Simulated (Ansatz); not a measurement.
# C3H6O: the cost of one run

Method: the levels named in each step, in Ansatz 0.2.0.

### Step 1. The starting structure

Bond lengths: C1–C2 1.509 Å, C2–C3 1.509 Å, C2–O4 1.203 Å, C1–H5 1.088 Å, C1–H6 1.087 Å, C1–H7 1.087 Å, C3–H8 1.087 Å, C3–H9 1.089 Å, C3–H10 1.088 Å. Angles (14 of 15 angles, heavy atoms first): C1–C2–C3 114.4°, C1–C2–O4 122.9°, C3–C2–O4 122.8°, C2–C1–H5 109.8°, C2–C1–H6 109.9°, C2–C1–H7 110.2°, C2–C3–H8 110.2°, C2–C3–H9 109.7°, C2–C3–H10 109.8°, H5–C1–H6 108.1°, H5–C1–H7 109.3°, H6–C1–H7 109.5°, H8–C3–H9 109.8°, H8–C3–H10 109.3°.

Coordinates:

```xyz
10

C    -1.2155   -0.1101   -0.7842
C    -0.0072   -0.0001    0.1134
C     1.3060    0.1108   -0.6216
O    -0.0836   -0.0006    1.3144
H    -1.1243   -0.9888   -1.4187
H    -1.2795    0.7645   -1.4258
H    -2.1202   -0.1902   -0.1878
H     2.1267    0.1903    0.0859
H     1.4482   -0.7635   -1.2548
H     1.2970    0.9902   -1.2617
```

### Step 2. A rough first relaxation, PBE-D4/def2-SVP

This run stands in another session on the same molecule. It ended at:

```xyz
10

C    -1.2391   -0.1131   -0.7807
C    -0.0068   -0.0008    0.1054
C     1.3284    0.1138   -0.6161
O    -0.0847   -0.0008    1.3227
H    -1.1632   -1.0027   -1.4407
H    -1.3192    0.7701   -1.4486
H    -2.1465   -0.1902   -0.1545
H     2.1485    0.1899    0.1207
H     1.4935   -0.7680   -1.2703
H     1.3368    1.0045   -1.2789
```

### Step 3. Relaxation, B2PLYP/def2-TZVPP

File input.yaml:

```yaml
crystal:
  periodic: [false, false, false]
  atoms:
    - { symbol: C, position_ang: [-1.23910578, -0.113138, -0.78066415] }
    - { symbol: C, position_ang: [-0.00677596, -0.00076106, 0.10540546] }
    - { symbol: C, position_ang: [1.32838001, 0.11376163, -0.61612054] }
    - { symbol: O, position_ang: [-0.08471944, -0.00082842, 1.32271519] }
    - { symbol: H, position_ang: [-1.16322176, -1.00270351, -1.44071931] }
    - { symbol: H, position_ang: [-1.31922572, 0.77008054, -1.44863795] }
    - { symbol: H, position_ang: [-2.14647695, -0.19019425, -0.15447798] }
    - { symbol: H, position_ang: [2.14849029, 0.189879, 0.12073012] }
    - { symbol: H, position_ang: [1.493473, -0.76804133, -1.27029829] }
    - { symbol: H, position_ang: [1.3368023, 1.00454541, -1.27887255] }
basis:
  gaussian: { orbitals: def2-TZVPP }
hamiltonian:
  xc: { name: B2PLYP }
relax:
  f_tol: 0.002
  max_steps: 150
```

Launch:

```sh
> ansatz run input.yaml --threads 4 --pin off --max-ram 10240MiB --backend cpu --events-out ev --progress --plain --runs-dir out
```

What time and memory should one allow on 4 threads of Intel Xeon 6975P-C (Granite Rapids), shared host?

About 30 s, with a peak of 0.73 GiB.
